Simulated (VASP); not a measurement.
# AlN (F-43m) in VASP: further runs

The runs below take AlN through relaxation of cell and atoms, with PBEsol.

Everything below comes from runs of VASP 6.6.1. Logs are shortened: lines on timing, memory, paths and dates and some standing lists are left out, and cuts for length are marked.

## 1. The crystal as given

Symmetry: F-43m, No. 216, cubic system. Conventional cell: a = 4.368 Å, b = 4.368 Å, c = 4.368 Å, α = 90.00°, β = 90.00°, γ = 90.00°. Around Al (site symmetry -43m) lie 4 N at 1.89 Å. Around N (site symmetry -43m) lie 4 Al at 1.89 Å.

Measurements of this composition are mostly on another form, of space group No. 186.

## 2. Relaxation of cell and atoms, PBEsol

INCAR

```
SYSTEM = AlN
PREC = Accurate ; ENCUT = 600
EDIFF = 1E-6 ; ISMEAR = 0
SIGMA = 0.03 ; LREAL = .FALSE.
LASPH = .TRUE. ; NELM = 80
ALGO = Normal ; ISIF = 3
LWAVE = .FALSE. ; LCHARG = .FALSE.
GGA = PS ; IBRION = 2
NSW = 90 ; EDIFFG = -0.01
KPAR = 8
```

KPOINTS

```
regular mesh
0
G
  10 10 10
  0 0 0
```

POSCAR

```
AlN
1.0
    0.0000000000      2.1839935596      2.1839935596
    2.1839935596      0.0000000000      2.1839935596
    2.1839935596      2.1839935596      0.0000000000
Al N
1 1
Direct
    0.0000000000      0.0000000000      0.0000000000
    0.7500000000      0.7500000000      0.7500000000
```

Potentials or basis: VASP PAW PBE potentials, release 64 (Al, N).

On the command line:

```
> cat potpaw_PBE.64/Al/POTCAR potpaw_PBE.64/N/POTCAR > POTCAR
> mpirun -np 8 vasp_std > vasp.out
```

OUTCAR:

```text
SYSTEM = AlN
   PREC = Accurate
   ENCUT = 600
   EDIFF = 1E-6
   ISMEAR = 0
   LREAL = .FALSE.
   LASPH = .TRUE.
   NELM = 80
   ISIF = 3
   GGA = PS
   IBRION = 2
   NSW = 90
   EDIFFG = -0.01

 ion  position               nearest neighbor table
   1  0.000  0.000  0.000-   2 1.89   2 1.89   2 1.89   2 1.89
   2  0.750  0.750  0.750-   1 1.89   1 1.89   1 1.89   1 1.89

  LATTYP: Found a face centered cubic cell.
 ALAT       =     4.3679871192

  Lattice vectors:

 A1 = (   0.0000000000,   2.1839935596,   2.1839935596)
 A2 = (   2.1839935596,   0.0000000000,   2.1839935596)
 A3 = (   2.1839935596,   2.1839935596,   0.0000000000)

Analysis of symmetry for initial positions (statically):
=====================================================================
 Subroutine PRICEL returns:
 Original cell was already a primitive cell.

 Routine SETGRP: Setting up the symmetry group for a
 face centered cubic supercell.

 Subroutine GETGRP returns: Found 24 space group operations
 (whereof 24 operations were pure point group operations)
 out of a pool of 48 trial point group operations.

The static configuration has the point symmetry T_d .

Analysis of symmetry for dynamics (positions and initial velocities):
=====================================================================
 Subroutine PRICEL returns:
 Original cell was already a primitive cell.

 Routine SETGRP: Setting up the symmetry group for a
 face centered cubic supercell.

 Subroutine GETGRP returns: Found 24 space group operations
 (whereof 24 operations were pure point group operations)
 out of a pool of 48 trial point group operations.

The dynamic configuration has the point symmetry T_d .

 Subroutine INISYM returns: Found 24 space group operations
 (whereof 24 operations are pure point group operations),
 and found     1 'primitive' translations

----------------------------------------------------------------------------------------

                                     Primitive cell

  volume of cell :      20.8345

  direct lattice vectors                    reciprocal lattice vectors
     0.000000000  2.183993560  2.183993560    -0.228938404  0.228938404  0.228938404
     2.183993560  0.000000000  2.183993560     0.228938404 -0.228938404  0.228938404
     2.183993560  2.183993560  0.000000000     0.228938404  0.228938404 -0.228938404

  length of vectors
     3.088633312  3.088633312  3.088633312     0.396532948  0.396532948  0.396532948

[... 92 lines left out ...]
   NUPDOWN=      -1.0000    fix difference up-down
   EMIN   =  10.00;   EMAX   =-10.00  energy-range for DOS
   EFERMI =   0.00;   METHOD = LEGACY
   ISMEAR =     0;   SIGMA  =   0.03  broadening in eV -4-tet -1-fermi 0-gaus
   EFERMI_NEDOS =   21; number of points for ismear=-14 and -15
   IALGO  =     38    algorithm
   IMIX   =      4    mixing-type and parameters
     AMIX     =   0.40;   BMIX     =  1.00
     AMIX_MAG =   1.60;   BMIX_MAG =  1.00
  volume/ion in A,a.u.               =      10.42        70.30
  Fermi-wavevector in a.u.,A,eV,Ry     =   1.189899  2.248583 19.263943  1.415860
  Thomas-Fermi vector in A             =   2.325996
   LORBIT       =      0    0 simple, 1 ext, 2 COOP (PROOUT), +10 PAW based schemes
   GGA     = PS    functional components
   LHFCALC =     F    Hartree Fock is set to
   AEXX    =    0.0000 exact exchange contribution
   IVDW    =     0    specifies the selected vdW correction
   LEPSILON=     F    determine dielectric tensor
   LRPA    =     F    only Hartree local field effects (RPA)
 conjugate gradient relaxation of ions
 non-spin polarized calculation
 Gauss-broadening in eV      SIGMA  =   0.03
  energy-cutoff  :      600.00
  volume of cell :       20.83
 maximum number of plane-waves:       725
 NGX is ok and might be reduce to    28
   NGX = 13   NGY = 13   NGZ = 13

--------------------------------------- Ionic step        1  -------------------------------------------

 number of electron       7.9999999 magnetization

 Free energy of the ion-electron system (eV)
  ---------------------------------------------------
  ext. energy  EPLUGINS =         0.00000000
  ---------------------------------------------------
  free energy    TOTEN  =       -15.61236634 eV

  energy without entropy =      -15.61236634  energy(sigma->0) =      -15.61236634

------------------------ aborting loop because EDIFF is reached ----------------------------------------

  FORCE on cell =-STRESS in cart. coord.  units (eV):
  Direction    XX          YY          ZZ          XY          YZ          ZX
  --------------------------------------------------------------------------------------
  -------------------------------------------------------------------------------------
  Total        0.1568646      0.1568646      0.1568646      0.0000000      0.0000000      0.0000000
  in kB       12.0628895     12.0628895     12.0628895      0.0000000      0.0000000      0.0000000
  external PRESSURE =      12.0628895 kB  Pullay stress =       0.0000000 kB
[... 59 lines left out ...]
--------------------------------------- Ionic step        3  -------------------------------------------

 number of electron       7.9999999 magnetization

 Free energy of the ion-electron system (eV)
  ---------------------------------------------------
  ext. energy  EPLUGINS =         0.00000000
  ---------------------------------------------------
  free energy    TOTEN  =       -15.61282757 eV

  energy without entropy =      -15.61282757  energy(sigma->0) =      -15.61282757

 E-fermi :   5.9412     XC(G=0): -11.1035

 val. band max:        5.8221185004   @ k =   0.0000   0.0000   0.0000
 cond. band min:       9.0067330303   @ k =   0.5000   0.5000   0.0000
 fundamental gap:      3.1846145299
 Fermi energy:         5.9412036788

 k-point     1 :       0.0000    0.0000    0.0000
  band No.  band energies     occupation
      1      -9.1023      2.00000
      2       5.8221      2.00000
      3       5.8221      2.00000
      4       5.8221      2.00000
      5       9.9033      0.00000
      6      18.2335      0.00000
      7      18.2335      0.00000
      8      18.2335      0.00000
[... 243 lines left out ...]
 k-point    24 :       0.4000    0.3000    0.0000
  band No.  band energies     occupation
      1      -7.0807      2.00000
      2       1.6531      2.00000
      3       4.1087      2.00000
      4       4.4115      2.00000
      5      10.6089      0.00000
      6      15.1915      0.00000
      7      17.9256      0.00000
      8      20.2454      0.00000

 [... further k-points ...]
[... 5 lines left out ...]
  --------------------------------------------------------------------------------------
  -------------------------------------------------------------------------------------
  Total        0.0004313      0.0004313      0.0004313      0.0000000      0.0000000      0.0000000
  in kB        0.0329719      0.0329719      0.0329719      0.0000000      0.0000000      0.0000000
  external PRESSURE =       0.0329719 kB  Pullay stress =       0.0000000 kB
[... 17 lines left out ...]
  FREE ENERGIE OF THE ION-ELECTRON SYSTEM (eV)
  ---------------------------------------------------
  free  energy   TOTEN  =       -15.6128275750 eV

  energy  without entropy=      -15.6128275750  energy(sigma->0) =      -15.61282757

 reached required accuracy - stopping structural energy minimisation
```

Wall time 5.1 s (8 MPI ranks of Intel Xeon Platinum 8488C (Sapphire Rapids), shared host); peak memory 0.17 GiB.

Results:

```
Free energy                            : -15.6128 eV
Relaxed volume                         : 10.48 Å³/atom
Relaxed cell                           : a = 3.095 Å, b = 3.095 Å, c = 3.095 Å, α = 60.00°, β = 60.00°, γ = 60.00°
Space group after relaxing (to 0.05 Å) : F-43m (No. 216)
Energy gained by relaxing              : 0.2 meV/atom
Ionic steps                            : 3
Pressure after relaxing                : 0.0 GPa
Band gap on the k mesh                 : 3.18 eV, indirect (least direct gap 4.08 eV)
```

The path:
```tsv
step	energy change (eV)	largest force (eV/Å)	pressure (GPa)	volume (Å³)
1	0.0000	0.0000	1.21	20.83
2	-0.0001	0.0000	-1.08	21.07
3	-0.0005	0.0000	0.00	20.96
```

Final structure:
```yaml
crystal:
  lattice:
    - [0.00000, 2.18830, 2.18830]
    - [2.18830, 0.00000, 2.18830]
    - [2.18830, 2.18830, 0.00000]
  atoms:
    - { symbol: Al, position: [0.00000, 0.00000, 0.00000] }
    - { symbol: N, position: [0.75000, 0.75000, 0.75000] }
```

Caveat: the PAW data sets were made with another functional, which shifts forces and pressure a little.

## 3. Relaxation of cell and atoms, PBEsol

This run uses another cell than the first one, of 10.48 Å³/atom, 1.006 times its volume.

INCAR

```
SYSTEM = AlN
PREC = Accurate ; ENCUT = 600
EDIFF = 1E-7 ; ISMEAR = 0
SIGMA = 0.03 ; LREAL = .FALSE.
LASPH = .TRUE. ; NELM = 80
ALGO = Normal ; ISIF = 3
LWAVE = .FALSE. ; LCHARG = .FALSE.
GGA = PS ; IBRION = 2
NSW = 90 ; EDIFFG = -0.005
KPAR = 8
```

KPOINTS is that of step 2.

POSCAR

```
AlN                                     
1.0
   -0.0000000000      2.1882972140      2.1882972140
    2.1882972140      0.0000000000      2.1882972140
    2.1882972140      2.1882972140      0.0000000000
  Al              N             
     1     1
Direct
     0.0000000000000000    0.0000000000000000    0.0000000000000000
     0.7500000000000000    0.7500000000000000    0.7500000000000000
```

Potentials or basis: VASP PAW PBE potentials, release 64 (Al, N).

On the command line:

```
> cat potpaw_PBE.64/Al/POTCAR potpaw_PBE.64/N/POTCAR > POTCAR
> mpirun -np 8 vasp_std > vasp.out
```

Run time: 3 s. Hardware: 8 MPI ranks of Intel Xeon Platinum 8488C (Sapphire Rapids), shared host; peak memory 0.15 GiB.

It converged, with:

```yaml
Free_energy: -15.6130 eV
Pressure_after_relaxing: 0.0 GPa
Band_gap_on_the_k_mesh: 3.18 eV, indirect (least direct gap 4.08 eV)
```

Final structure:
```cif
data_structure
_symmetry_space_group_name_H-M 'P 1'
_symmetry_Int_Tables_number 1
_cell_length_a 3.0947
_cell_length_b 3.0947
_cell_length_c 3.0947
_cell_angle_alpha 60.000
_cell_angle_beta 60.000
_cell_angle_gamma 60.000
_cell_volume 20.96
loop_
_atom_site_label
_atom_site_type_symbol
_atom_site_fract_x
_atom_site_fract_y
_atom_site_fract_z
_atom_site_occupancy
Al1 Al 0.00000 0.00000 0.00000 1
N1 N 0.75000 0.75000 0.75000 1
```

Levels at points of the mesh, in eV from the valence-band top:
```csv
k point,band 1,band 2,band 3,band 4,band 5,band 6,band 7,band 8
"(0.00, 0.00, 0.00)",-14.92,0.00,0.00,0.00,4.08,12.41,12.41,12.41
"(0.50, 0.00, 0.00)",-12.86,-5.89,-0.48,-0.48,7.23,9.73,11.00,11.00
"(0.50, 0.50, 0.00)",-12.22,-4.93,-1.78,-1.78,3.18,8.45,13.79,15.55
```

Caveat: the relaxation stopped at its first step, so nothing moved; the PAW data sets were made with another functional, which shifts forces and pressure a little. A k mesh can miss the band edges.

## 4. Relaxation of cell and atoms, PBEsol

INCAR

```
SYSTEM = AlN
PREC = Accurate ; ENCUT = 600
EDIFF = 1E-6 ; ISMEAR = 0
SIGMA = 0.03 ; LREAL = .False.
LASPH = .True. ; NELM = 80
ALGO = Normal ; ISIF = 3
LWAVE = .False. ; LCHARG = .False.
GGA = PS ; IBRION = 2
NSW = 90 ; EDIFFG = -0.01
```

KPOINTS

```
regular mesh
0
Gamma
  10 10 10
  0 0 0
```

POSCAR

```
AlN
1.0
    0.0000000000      2.1839935596      2.1839935596
    2.1839935596      0.0000000000      2.1839935596
    2.1839935596      2.1839935596      0.0000000000
Al N
1 1
Direct
    0.0000000000      0.0000000000      0.0000000000
    0.7500000000      0.7500000000      0.7500000000
```

On the command line:

```
> cat potpaw_PBE.64/Al/POTCAR potpaw_PBE.64/N/POTCAR > POTCAR
> mpirun -np 1 vasp_std > vasp.out
```

Run time: 14 s. Hardware: 1 thread of Intel Xeon Platinum 8488C (Sapphire Rapids), shared host; peak memory 0.15 GiB.

Results (log left out):

* Free energy: -15.6128 eV
* Relaxed volume: 10.48 Å³/atom
* Relaxed cell: a = 3.095 Å, b = 3.095 Å, c = 3.095 Å, α = 60.00°, β = 60.00°, γ = 60.00°
* Space group after relaxing (to 0.05 Å): F-43m (No. 216)
* Energy gained by relaxing: 0.2 meV/atom
* Ionic steps: 3
* Pressure after relaxing: 0.0 GPa
* Band gap on the k mesh: 3.18 eV, indirect (least direct gap 4.08 eV)

Step by step:
```
step  energy change (eV)  largest force (eV/Å)  pressure (GPa)  volume (Å³)
   1              0.0000                0.0000            1.21        20.83
   2             -0.0001                0.0000           -1.08        21.07
   3             -0.0005                0.0000            0.00        20.96
```

Final structure:
```
CELL_PARAMETERS angstrom
0.00000 2.18830 2.18830
2.18830 0.00000 2.18830
2.18830 2.18830 0.00000
ATOMIC_POSITIONS crystal
Al 0.00000 0.00000 0.00000
N 0.75000 0.75000 0.75000
```

Levels at points of the mesh, in eV from the valence-band top:
```csv
k point,band 2,band 3,band 4,band 5,band 6,band 7
"(0.00, 0.00, 0.00)",0.00,0.00,0.00,4.08,12.41,12.41
"(0.50, 0.00, 0.00)",-5.89,-0.48,-0.48,7.23,9.73,11.00
"(0.50, 0.50, 0.00)",-4.93,-1.78,-1.78,3.18,8.45,13.79
```

Caveat: the PAW data sets were made with another functional, which shifts forces and pressure a little. A k mesh can miss the band edges.
